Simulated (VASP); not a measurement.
# Mg in VASP: single point with PBE

Aim: the single point of Mg with PBE.

All numbers are computed with VASP 6.6.1; they aren't measurements. Logs are shortened: lines on timing, memory, paths and dates and some standing lists are left out, and cuts for length are marked.

### Step 1. The molecule as given

The cell holds a molecule in a box, 1 atom: a = 12.000 Å, b = 12.300 Å, c = 12.600 Å, α = 90.00°, β = 90.00°, γ = 90.00°.

### Step 2. Single point, PBE

Input file INCAR:

```
SYSTEM = Mg
PREC     = Accurate       ! precision mode
ENCUT    = 520            ! plane-wave cutoff, eV
EDIFF    = 1E-6           ! SCF threshold, eV
ISMEAR   = 0              ! smearing method
SIGMA    = 0.01           ! smearing width, eV
LREAL    = .FALSE.        ! projectors in reciprocal space
LASPH    = .TRUE.         ! aspherical terms in the spheres
NELM     = 100            ! most SCF steps
ALGO     = Fast           ! electronic algorithm
ISIF     = 2              ! what is computed and relaxed
LWAVE    = .FALSE.        ! write WAVECAR
LCHARG   = .TRUE.         ! write CHGCAR
GGA      = PE             ! functional
LELF     = .TRUE.         ! ELF
LVHAR    = .TRUE.       
NBANDS   = 7              ! bands
```

Input file KPOINTS:

```
Automatic mesh
0
G
  1 1 1
  0 0 0
```

Input file POSCAR:

```
Mg
1.0
   12.0000000000      0.0000000000      0.0000000000
    0.0000000000     12.3000000000      0.0000000000
    0.0000000000      0.0000000000     12.6000000000
Mg
1
Direct
    0.5000000000      0.4878048780      0.4761904762
```

Potentials or basis: VASP PAW PBE potentials, release 64 (Mg).

Command:

```bash
cat potpaw_PBE.64/Mg/POTCAR > POTCAR
mpirun -np 1 vasp_gam > vasp.out
```

OUTCAR:

```text
SYSTEM = Mg
   PREC = Accurate
   ENCUT = 520
   EDIFF = 1E-6
   ISMEAR = 0
   LREAL = .FALSE.
   LASPH = .TRUE.
   NELM = 100
   ISIF = 2
   GGA = PE

 ion  position               nearest neighbor table
   1  0.500  0.488  0.476-

  LATTYP: Found a simple orthorhombic cell.
 ALAT       =    12.0000000000
 B/A-ratio  =     1.0250000000
 C/A-ratio  =     1.0500000000

  Lattice vectors:

 A1 = (  12.0000000000,   0.0000000000,   0.0000000000)
 A2 = (   0.0000000000,  12.3000000000,   0.0000000000)
 A3 = (   0.0000000000,   0.0000000000,  12.6000000000)

Analysis of symmetry for initial positions (statically):
=====================================================================
 Subroutine PRICEL returns:
 Original cell was already a primitive cell.

 Routine SETGRP: Setting up the symmetry group for a
 simple orthorhombic supercell.

 Subroutine GETGRP returns: Found  8 space group operations
 (whereof  2 operations were pure point group operations)
 out of a pool of  8 trial point group operations.

The static configuration has the point symmetry C_1h.
 The point group associated with its full space group is D_2h.

Analysis of symmetry for dynamics (positions and initial velocities):
=====================================================================
 Subroutine PRICEL returns:
 Original cell was already a primitive cell.

 Routine SETGRP: Setting up the symmetry group for a
 simple orthorhombic supercell.

 Subroutine GETGRP returns: Found  8 space group operations
 (whereof  2 operations were pure point group operations)
 out of a pool of  8 trial point group operations.

The dynamic configuration has the point symmetry C_1h.
 The point group associated with its full space group is D_2h.

 Subroutine INISYM returns: Found  8 space group operations
 (whereof  2 operations are pure point group operations),
 and found     1 'primitive' translations

----------------------------------------------------------------------------------------

                                     Primitive cell

  volume of cell :    1859.7600

  direct lattice vectors                    reciprocal lattice vectors
    12.000000000  0.000000000  0.000000000     0.083333333  0.000000000  0.000000000
     0.000000000 12.300000000  0.000000000     0.000000000  0.081300813  0.000000000
     0.000000000  0.000000000 12.600000000     0.000000000  0.000000000  0.079365079

  length of vectors
    12.000000000 12.300000000 12.600000000     0.083333333  0.081300813  0.079365079

  position of ions in fractional coordinates (direct lattice)
     0.500000000  0.487804878  0.476190476

  ion indices of the primitive-cell ions
   primitive index   ion index
                 1           1

----------------------------------------------------------------------------------------

 KPOINTS: Automatic mesh

Automatic generation of k-mesh.
 Grid dimensions read from file:
 generate k-points for:    1    1    1

 Generating k-lattice:

  Cartesian coordinates                     Fractional coordinates (reciprocal lattice)
     0.083333333  0.000000000  0.000000000     1.000000000  0.000000000  0.000000000
     0.000000000  0.081300813  0.000000000     0.000000000  1.000000000  0.000000000
     0.000000000  0.000000000  0.079365079     0.000000000  0.000000000  1.000000000

  Length of vectors
     0.083333333  0.081300813  0.079365079

  Shift w.r.t. Gamma in fractional coordinates (k-lattice)
     0.000000000  0.000000000  0.000000000

 Subroutine IBZKPT returns following result:
 ===========================================

 Found      1 irreducible k-points:

 Following reciprocal coordinates:
            Coordinates               Weight
  0.000000  0.000000  0.000000      1.000000
   k-points           NKPTS =      1   k-points in BZ     NKDIM =      1   number of bands    NBANDS=      7
   number of dos      NEDOS =    301   number of ions     NIONS =      1
   total plane-waves  NPLWV = 829440
   dimension x,y,z NGX =    90 NGY =   96 NGZ =   96
   dimension x,y,z NGXF=   180 NGYF=  192 NGZF=  192
   ions per type =               1
   NGX,Y,Z   is equivalent  to a cutoff of  12.47, 12.98, 12.67 a.u.
   NGXF,Y,Z  is equivalent  to a cutoff of  24.94, 25.95, 25.33 a.u.
 SYSTEM =  Mg
   PREC   = accura    normal or accurate (medium, high low for compatibility)
   ISTART =      0    job   : 0-new  1-cont  2-samecut
   ICHARG =      2    charge: 1-file 2-atom 10-const
   ISPIN  =      1    spin polarized calculation?
   LNONCOLLINEAR =      F non collinear calculations
   LSORBIT =      F    spin-orbit coupling
   LASPH  =      T    aspherical Exc in radial PAW
   ENCUT  =  520.0 eV  38.22 Ry    6.18 a.u.  22.31 22.87 23.43*2*pi/ulx,y,z
   NELM   =    100;   NELMIN=  2; NELMDL= -5     # of ELM steps
   EDIFF  = 0.1E-05   stopping-criterion for ELM
[... 8 lines left out ...]
   TEBEG  =    0.0;   TEEND  =   0.0 temperature during run
   PSTRESS=    0.0 pullay stress
   NELECT =       2.0000    total number of electrons
   NUPDOWN=      -1.0000    fix difference up-down
   EMIN   =  10.00;   EMAX   =-10.00  energy-range for DOS
   EFERMI =   0.00;   METHOD = LEGACY
   ISMEAR =     0;   SIGMA  =   0.01  broadening in eV -4-tet -1-fermi 0-gaus
   EFERMI_NEDOS =   21; number of points for ismear=-14 and -15
   IALGO  =     68    algorithm
   IMIX   =      4    mixing-type and parameters
     AMIX     =   0.40;   BMIX     =  1.00
     AMIX_MAG =   1.60;   BMIX_MAG =  1.00
  volume/ion in A,a.u.               =    1859.76     12550.28
  Fermi-wavevector in a.u.,A,eV,Ry     =   0.167726  0.316955  0.382757  0.028132
  Thomas-Fermi vector in A             =   0.873280
   LORBIT       =      0    0 simple, 1 ext, 2 COOP (PROOUT), +10 PAW based schemes
   GGA     = PE    functional components
   LHFCALC =     F    Hartree Fock is set to
   AEXX    =    0.0000 exact exchange contribution
   IVDW    =     0    specifies the selected vdW correction
   LEPSILON=     F    determine dielectric tensor
   LRPA    =     F    only Hartree local field effects (RPA)
 non-spin polarized calculation
 RMM-DIIS sequential band-by-band and
 Gauss-broadening in eV      SIGMA  =   0.01
  energy-cutoff  :      520.00
  volume of cell :     1859.76
 maximum number of plane-waves:     25042
 NGX is ok and might be reduce to    90
   NGX = 45   NGY = 45   NGZ = 47

 number of electron       2.0000000 magnetization

 Free energy of the ion-electron system (eV)
  ---------------------------------------------------
  ext. energy  EPLUGINS =         0.00000000
  ---------------------------------------------------
  free energy    TOTEN  =        -0.00100531 eV

  energy without entropy =       -0.00100531  energy(sigma->0) =       -0.00100531

 E-fermi :  -4.5650     XC(G=0):  -0.6071

 val. band max:       -4.6127491609   @ k =   0.0000   0.0000   0.0000
 cond. band min:      -1.2290069775   @ k =   0.0000   0.0000   0.0000
 fundamental gap:      3.3837421833
 Fermi energy:        -4.5650341203

 k-point     1 :       0.0000    0.0000    0.0000
  band No.  band energies     occupation
      1      -4.6127      2.00000
      2      -1.2290      0.00000
      3      -1.2264      0.00000
      4      -1.2232      0.00000
      5      -0.1943      0.00000
      6       0.5958      0.00000
      7       0.6163      0.00000

------------------------ aborting loop because EDIFF is reached ----------------------------------------

  FORCE on cell =-STRESS in cart. coord.  units (eV):
  Direction    XX          YY          ZZ          XY          YZ          ZX
  --------------------------------------------------------------------------------------
  -------------------------------------------------------------------------------------
  Total       -0.0040810     -0.0031893     -0.0024391      0.0000000      0.0000000      0.0000000
  in kB       -0.0035158     -0.0027476     -0.0021013      0.0000000      0.0000000      0.0000000
  external PRESSURE =      -0.0027882 kB  Pullay stress =       0.0000000 kB

 VOLUME and BASIS-vectors are now :
 -----------------------------------------------------------------------------
  energy-cutoff  :      520.00
  volume of cell :     1859.76
      direct lattice vectors                 reciprocal lattice vectors
    12.000000000  0.000000000  0.000000000     0.083333333  0.000000000  0.000000000
     0.000000000 12.300000000  0.000000000     0.000000000  0.081300813  0.000000000
     0.000000000  0.000000000 12.600000000     0.000000000  0.000000000  0.079365079

 POSITION                                       TOTAL-FORCE (eV/Angst)
 -----------------------------------------------------------------------------------
      6.00000      6.00000      6.00000         0.000000      0.000000      0.000000
 -----------------------------------------------------------------------------------
    total drift:                                0.000000      0.000007     -0.000005

  FREE ENERGIE OF THE ION-ELECTRON SYSTEM (eV)
  ---------------------------------------------------
  free  energy   TOTEN  =        -0.0010053136 eV

  energy  without entropy=       -0.0010053136  energy(sigma->0) =       -0.00100531
```

Run time: 1.8 min. Hardware: 1 thread of Intel Xeon Platinum 8375C at 2.90GHz (Ice Lake), shared host; peak memory 1.2 GiB.

Results:

```
Free energy                     : -0.0010 eV
Gap between the frontier levels : 3.38 eV
```

Levels at points of the mesh, in eV from the valence-band top:
```csv
k point,band 1,band 2,band 3,band 4,band 5
"(0.00, 0.00, 0.00)",0.00,3.38,3.39,3.39,4.42
```
